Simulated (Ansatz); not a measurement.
# Te: a listed cell, distorted in several ways

Aim: see how energy, forces, stress and gap of Te answer to moves of single atoms, further strains and shifts, distortions that keep the symmetry. Nothing is relaxed unless a step says so.

Program: Ansatz 0.2.0. Level of theory: DFT PBE, scalar-relativistic, plane waves, PAW. These are calculated values, not measurements.

1 further run of the same task is left out (set aside as unsound or not needed).

### 1 The structure to begin with

The structure is trigonal, space group P3_221 (No. 154). The conventional cell has a = 4.447 Å, b = 4.447 Å, c = 5.915 Å, α = 90.00°, β = 90.00°, γ = 120.00°. Te (site symmetry 2) is surrounded by 2 Te at 2.86 Å.

Structure file:

```cif
data_structure
_symmetry_space_group_name_H-M 'P3_221'
_symmetry_Int_Tables_number 154
_cell_length_a 4.4469
_cell_length_b 4.4469
_cell_length_c 5.9149
_cell_angle_alpha 90.000
_cell_angle_beta 90.000
_cell_angle_gamma 120.000
_cell_volume 101.30
loop_
_atom_site_label
_atom_site_type_symbol
_atom_site_symmetry_multiplicity
_atom_site_Wyckoff_symbol
_atom_site_fract_x
_atom_site_fract_y
_atom_site_fract_z
_atom_site_occupancy
Te1 Te 3 b 0.26900 0.00000 0.16667 1
```

The structure comes from the Crystallography Open Database.

### 2 A change within a subgroup

What differs from the listed cell: strain xx, yy, zz, yz, xz, xy = -2.9, -3.3, -0.1, -0.3, -0.5, +0.3 %; atoms moved by 0.03 Å root mean square, at most 0.04 Å.

Input file input.yaml:

```yaml
crystal:
  lattice:
    - [4.3170321331, 0.0140522889, -0.0228127348]
    - [-2.1463464273, 3.7175766483, 6.9586e-06]
    - [-0.0303435396, -0.0175081632, 5.9088276324]
  atoms:
    - { symbol: Te, position: [0.2727007753, 0.0016060304, 0.1723832579] }
    - { symbol: Te, position: [0.0, 0.2694887145, 0.8333333333] }
    - { symbol: Te, position: [0.7272992247, 0.7289052551, 0.4942834088] }
basis:
  ecutwfc: 420
kpoints:
  mp_grid: { grid: [9, 9, 6] }
hamiltonian:
  xc: pbe
scf:
  occupations: { method: gaussian, width: 0.05 }
output:
  forces: true
  stress: true
  eigenvalues: true
  populations: true
```

### 3 A single atom displaced

Input file input.yaml:

```yaml
crystal:
  lattice:
    - [4.4469268669, 0.0, 0.0]
    - [-2.2234634334, 3.8511516355, 0.0]
    - [0.0, 0.0, 5.91492]
  atoms:
    - { symbol: Te, position: [0.269, 0.0, 0.1666666667] }
    - { symbol: Te, position: [0.0292120411, 0.3274240823, 0.8333333333] }
    - { symbol: Te, position: [0.731, 0.731, 0.5] }
basis:
  ecutwfc: 420
kpoints:
  mp_grid: { grid: [9, 9, 6] }
hamiltonian:
  xc: pbe
scf:
  occupations: { method: gaussian, width: 0.05 }
output:
  forces: true
  stress: true
  eigenvalues: true
```

### 4 A change within the space group

Input file input.yaml:

```yaml
crystal:
  lattice:
    - [4.5378220521, 0.0, 0.0]
    - [-2.268911026, 3.9298691749, 0.0]
    - [0.0, 0.0, 6.3907161648]
  atoms:
    - { symbol: Te, position: [0.2757462319, 0.0, 0.1666666667] }
    - { symbol: Te, position: [0.0, 0.2757462319, 0.8333333333] }
    - { symbol: Te, position: [0.7242537681, 0.7242537681, 0.5] }
basis:
  ecutwfc: 420
kpoints:
  mp_grid: { grid: [9, 9, 6] }
hamiltonian:
  xc: pbe
scf:
  occupations: { method: gaussian, width: 0.05 }
output:
  forces: true
  stress: true
  eigenvalues: true
```

### 5 A distortion of lower symmetry

Input file input.yaml:

```yaml
crystal:
  lattice:
    - [4.4946423922, 0.1418124978, -0.0031128488]
    - [-2.1245079704, 3.9633676469, 0.0030968851]
    - [-0.004140444, 0.002365968, 5.5549379688]
  atoms:
    - { symbol: Te, position: [0.2555560206, -0.0004310522, 0.1676412146] }
    - { symbol: Te, position: [-0.0004310522, 0.2555560206, 0.8323587854] }
    - { symbol: Te, position: [0.7448750316, 0.7448750316, 0.5] }
basis:
  ecutwfc: 420
kpoints:
  mp_grid: { grid: [9, 9, 6] }
hamiltonian:
  xc: pbe
scf:
  occupations: { method: gaussian, width: 0.05 }
output:
  forces: true
  stress: true
  eigenvalues: true
```

Q: Predict the outcome of this session. Wanted: for each run, case; energy; pressure; largest force.

The runs gave:

```
step                             case  energy (meV/atom)  pressure (GPa)  largest force (eV/Å)  gap on the mesh (eV)
   2       a change within a subgroup               +0.0             4.8                  0.47                  0.06
   3          a single atom displaced              -28.1             0.5                  0.35                  0.00
   4  a change within the space group              +20.4            -4.0                  0.43                  0.00
   5   a distortion of lower symmetry              +32.5             5.5                  1.05                  0.13
```

Energies are counted from step 2, with the smearing taken to zero. A gap of 0.00 means none on the mesh at this level.

What this shows: Among the distorted cells of the listed formula and level the largest force, 1.05 eV/Å, comes in step 5, shared by 2 atoms. Among the distorted cells of the listed formula and level the gap runs from none (metal) to 0.13 eV. Spin-orbit coupling is left out, which matters for the bands of Te.

Real Te has a narrow gap, which semilocal functionals close or nearly close; near the undistorted cell a metallic reading is the functional's, not the solid's.
